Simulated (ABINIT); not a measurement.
# GaAs (F-43m) in ABINIT: a series of runs, part 2 of 2

ABINIT 10.8.3 (patched build). Earlier steps stand in the parts before.

**5. Equation of state, HCTH407**

Input file run.abi:

```
# Datasets: one volume each
ndtset 7
getwfk -1
scalecart1 3*0.9795861087
scalecart2 3*0.9864848297
scalecart3 3*0.9932883884
scalecart4 3*1.0000000000
scalecart5 3*1.0066227096
scalecart6 3*1.0131594038
scalecart7 3*1.0196128224

# Pseudopotentials
pp_dirpath "./"
pseudos "As.GGA_PBE-JTH.xml, Ga.GGA_PBE-JTH.xml"

# Structure
acell 3*1.0
rprim
     0.0000000000     5.3419722954     5.3419722954
     5.3419722954     0.0000000000     5.3419722954
     5.3419722954     5.3419722954     0.0000000000
ntypat 2
znucl 33 31
natom 2
typat 1 2
xred
     0.7500000000     0.7500000000     0.7500000000
     0.0000000000     0.0000000000     0.0000000000

# Plane-wave basis
ecut 462.593566 eV
pawecutdg 34.0

# k points
kptopt 1
ngkpt 8 8 8
nshiftk 1
shiftk 0.0 0.0 0.0

# Exchange and correlation
ixc 27

# Bands and occupations
nband 18
occopt 3
tsmear 0.05 eV

# SCF cycle
nstep 100
tolvrs 1.0e-9

# Output
iomode 3
prtwf 1
prtden 0
prteig 0
prtebands 0
```

Potentials or basis: JTH PAW PBE v2.0.

Run with:

```
abinit run.abi > log 2>&1
```

run.abo:

```text
.Version 10.8.3 of ABINIT
 DATASET    1 : space group F-4 3 m (#216); Bravais cF (face-center cubic)
================================================================================
 Values of the parameters that define the memory need for DATASET  1.
     intxc =       0    ionmov =       0      iscf =       7    lmnmax =      18
     lnmax =       6     mgfft =      30  mpssoang =       3    mqgrid =    3001
     natom =       2  nloc_mem =       2    nspden =       1   nspinor =       1
    nsppol =       1      nsym =      24    n1xccc =       1    ntypat =       2
    occopt =       3   xclevel =       2
       mpw =         982          nfft =       27000          nkpt =          29
 PAW method is used; the additional fine FFT grid is defined by:
   mgfftf=        40    nfftf =     64000
================================================================================
================================================================================
[... 71 lines left out ...]
 DATASET    7 : space group F-4 3 m (#216); Bravais cF (face-center cubic)
================================================================================
 Values of the parameters that define the memory need for DATASET  7.
     intxc =       0    ionmov =       0      iscf =       7    lmnmax =      18
     lnmax =       6     mgfft =      30  mpssoang =       3    mqgrid =    3001
     natom =       2  nloc_mem =       2    nspden =       1   nspinor =       1
    nsppol =       1      nsym =      24    n1xccc =       1    ntypat =       2
    occopt =       3   xclevel =       2
       mpw =        1101          nfft =       27000          nkpt =          29
 PAW method is used; the additional fine FFT grid is defined by:
[... 1478 lines left out ...]
            acell      1.0000000000E+00  1.0000000000E+00  1.0000000000E+00 Bohr
           etotal1    -1.9455874454E+02
           etotal2    -1.9456056558E+02
           etotal3    -1.9456200332E+02
           etotal4    -1.9456309521E+02
           etotal5    -1.9456387750E+02
           etotal6    -1.9456436333E+02
           etotal7    -1.9456462015E+02
            fcart1     4.1164692284E-28 -1.8009552874E-28 -0.0000000000E+00
                      -4.1164692284E-28  1.8009552874E-28 -0.0000000000E+00
            fcart2     1.5326701954E-46  5.6510005195E-30 -1.5326701954E-46
                      -1.5326701954E-46 -5.6510005195E-30  1.5326701954E-46
            fcart3    -1.0149207723E-28  2.8169710239E-45  1.0149207723E-28
                       1.0149207723E-28 -2.8169710239E-45 -1.0149207723E-28
            fcart4     1.0081090183E-28 -3.5859737295E-29 -1.0079495834E-46
                      -1.0081090183E-28  3.5859737295E-29  1.0079495834E-46
            fcart5    -2.4907938917E-28 -4.8784083168E-29  1.5151122284E-28
                       2.4907938917E-28  4.8784083168E-29 -1.5151122284E-28
[... 38 lines left out ...]
                       0.0000000000E+00  0.0000000000E+00  0.0000000000E+00
           xangst1     4.1537144843E+00  4.1537144843E+00  4.1537144843E+00
                       0.0000000000E+00  0.0000000000E+00  0.0000000000E+00
           xangst2     4.1829669584E+00  4.1829669584E+00  4.1829669584E+00
                       0.0000000000E+00  0.0000000000E+00  0.0000000000E+00
           xangst3     4.2118159183E+00  4.2118159183E+00  4.2118159183E+00
                       0.0000000000E+00  0.0000000000E+00  0.0000000000E+00
           xangst4     4.2402749971E+00  4.2402749971E+00  4.2402749971E+00
                       0.0000000000E+00  0.0000000000E+00  0.0000000000E+00
           xangst5     4.2683571071E+00  4.2683571071E+00  4.2683571071E+00
                       0.0000000000E+00  0.0000000000E+00  0.0000000000E+00
           xangst6     4.2960744880E+00  4.2960744880E+00  4.2960744880E+00
                       0.0000000000E+00  0.0000000000E+00  0.0000000000E+00
           xangst7     4.3234387576E+00  4.3234387576E+00  4.3234387576E+00
                       0.0000000000E+00  0.0000000000E+00  0.0000000000E+00
             xred      7.5000000000E-01  7.5000000000E-01  7.5000000000E-01
                       0.0000000000E+00  0.0000000000E+00  0.0000000000E+00
 Calculation completed.
```

Run time: 3 min. Hardware: 1 thread of Arm Neoverse V1, shared host; peak memory 0.14 GiB.

What came out:

```
Equilibrium volume : 24.21 Å³/atom (rough: see the caveat)
Bulk modulus       : 55 GPa (rough)
```

Energy against volume, from the lowest point:
```csv
volume (Å³/atom),energy (meV/atom)
21.234,79.94
21.686,55.17
22.138,35.60
22.590,20.75
23.041,10.10
23.493,3.49
23.945,0.00
```

Caveat: pressures at fixed basis lie under the slope of the energies; the minimum lies outside the volumes run; the PAW data sets were made with another functional, which shifts forces and pressure a little.

**6. Band structure, PBEsol**

Input file run.abi:

```
# Datasets: ground state, then fixed potential
ndtset 2

# Pseudopotentials
pp_dirpath "./"
pseudos "As.GGA_PBE-JTH.xml, Ga.GGA_PBE-JTH.xml"

# Structure
acell 7.55468967 7.55468967 7.55468967
rprim
     0.0000000000     0.7071067812     0.7071067812
     0.7071067812     0.0000000000     0.7071067812
     0.7071067812     0.7071067812     0.0000000000
ntypat 2
znucl 33 31
natom 2
typat 1 2
xcart
     8.0129584431     8.0129584431     8.0129584431
     0.0000000000     0.0000000000     0.0000000000

# Plane-wave basis
ecut 462.593566 eV
pawecutdg 34.0

# Exchange and correlation
ixc -116133

# Bands and occupations
occopt 3
tsmear 0.05 eV

# SCF cycle
nstep 100

# Output
iomode 3
prtwf 0
prteig 0
prtebands 0
prtden1 1

# Dataset 1
kptopt1 1
ngkpt1 8 8 8
nshiftk1 1
shiftk1 0.0 0.0 0.0
nband1 18
tolvrs1 1.0e-9

# Dataset 2: bands along G-X-W-K-G-L-U-W-L-K
iscf2 -2
getden2 1
nband2 22
nbdbuf2 2
tolwfr2 1.0e-12
kptopt2 -9
ndivsm2 6
prteig2 1
prtvol2 -3
kptbounds2
     0.0000000000     0.0000000000     0.0000000000
     0.5000000000     0.0000000000     0.5000000000
     0.5000000000     0.2500000000     0.7500000000
     0.3750000000     0.3750000000     0.7500000000
     0.0000000000     0.0000000000     0.0000000000
     0.5000000000     0.5000000000     0.5000000000
     0.6250000000     0.2500000000     0.6250000000
     0.5000000000     0.2500000000     0.7500000000
     0.5000000000     0.5000000000     0.5000000000
     0.3750000000     0.3750000000     0.7500000000
```

Potentials or basis: JTH PAW PBE v2.0.

Run with:

```
abinit run.abi > log 2>&1
```

Run time: 71 s. Hardware: 1 thread of Arm Neoverse V1, shared host; peak memory 0.13 GiB.

The run converged. Its results:

```yaml
Free_energy: -5249.8109 eV
Pressure: 0.2 GPa
Band_gap_on_the_k_mesh: 0.44 eV, direct
Band_gap_along_the_path: 0.44 eV, direct
Valence_electrons_inside_the_program's_atomic_spheres: As 12.72; Ga 11.08
```

Levels at the corners of the path, in eV from the valence-band top:
| point | band 12 | band 13 | band 14 | band 15 | band 16 | band 17 |
| --- | --- | --- | --- | --- | --- | --- |
| Γ | 0.00 | 0.00 | 0.00 | 0.44 | 3.70 | 3.70 |
| X | -6.84 | -2.69 | -2.69 | 1.35 | 1.58 | 10.13 |
| W | -6.65 | -3.57 | -3.38 | 4.59 | 4.63 | 5.34 |
| K | -6.65 | -3.90 | -2.27 | 1.87 | 4.57 | 7.88 |
| Γ | 0.00 | 0.00 | 0.00 | 0.44 | 3.70 | 3.70 |
| L | -6.67 | -1.15 | -1.15 | 0.93 | 4.59 | 4.59 |
| U | -6.65 | -3.90 | -2.27 | 1.87 | 4.57 | 7.88 |
| W | -6.65 | -3.57 | -3.38 | 4.59 | 4.63 | 5.34 |
| L | -6.67 | -1.15 | -1.15 | 0.93 | 4.59 | 4.59 |
| K | -6.65 | -3.90 | -2.27 | 1.87 | 4.57 | 7.88 |

Caveat: the PAW data sets were made with another functional, which shifts forces and pressure a little.

**7. Overview**

| task | level | potentials or basis | cutoff (eV) | fine-grid cutoff | gap on the mesh (eV) | pressure (GPa) |
| --- | --- | --- | --- | --- | --- | --- |
| equation of state | revPBE+D3 | JTH PAW PBE v2.0 | 463 | 925.187 eV | - | - |
| band structure | LDA | JTH PAW LDA v2.0 | 463 | 925.187 eV | 0.28 | -2.0 |
| band structure | PBE | SG15 NC PBE v1.2 | 1143 | - | 0.51 | - |
| equation of state | HCTH407 | JTH PAW PBE v2.0 | 463 | 925.187 eV | - | - |
| band structure | PBEsol | JTH PAW PBE v2.0 | 463 | 925.187 eV | 0.44 | 0.2 |

Alike in all rows: no spin polarisation; cell as given; k mesh 8 × 8 × 8; smearing fermi-dirac 0.05 eV.

Caveats: the PAW data sets were made with another functional, which shifts forces and pressure a little (some runs); pressures at fixed basis lie under the slope of the energies (some runs); the minimum lies outside the volumes run (some runs).

Absolute energies hang on the potentials; compare differences alone.

**8. How close it comes**

Step 3. Against the measured gap of GaAs, 1.412 eV (direct; 300 K; “Evidence of valence band perturbations in GaAsN/GaAs(001): A combined variable-angle spectroscopic ellipsometry and modulated photoreflectance investigation”, 2008, arxiv:0805.2212), the calculated 0.28 eV is off by -1.13 eV. So large a miss can be the level of theory's own, or it may mean another phase, state or a wrong row. 3 values of this kind are on record (1.412 to 1.51 eV); this one was drawn at random among those near their median, those with a stated uncertainty first. Spin-orbit coupling on As, Ga is left out. The value is that of LDA, without temperature or zero-point motion. Semilocal functionals fall short of measured gaps as a rule.

Step 4. Against the measured gap of GaAs, 1.412 eV (direct; 300 K; “Evidence of valence band perturbations in GaAsN/GaAs(001): A combined variable-angle spectroscopic ellipsometry and modulated photoreflectance investigation”, 2008, arxiv:0805.2212), the calculated 0.51 eV is off by -0.90 eV. 3 values of this kind are on record (1.412 to 1.51 eV); this one was drawn at random among those near their median, those with a stated uncertainty first. Spin-orbit coupling on As, Ga is left out. The value is that of PBE on a finite k mesh, which can miss the band edges, without temperature or zero-point motion. Semilocal functionals fall short of measured gaps as a rule.

Step 6. A measured gap of GaAs is 1.412 eV (direct; 300 K; “Evidence of valence band perturbations in GaAsN/GaAs(001): A combined variable-angle spectroscopic ellipsometry and modulated photoreflectance investigation”, 2008, arxiv:0805.2212); the calculated 0.44 eV misses it by -0.97 eV. 3 values of this kind are on record (1.412 to 1.51 eV); this one was drawn at random among those near their median, those with a stated uncertainty first. Spin-orbit coupling on As, Ga is left out. The value is that of PBEsol, without temperature or zero-point motion. Semilocal functionals fall short of measured gaps as a rule.
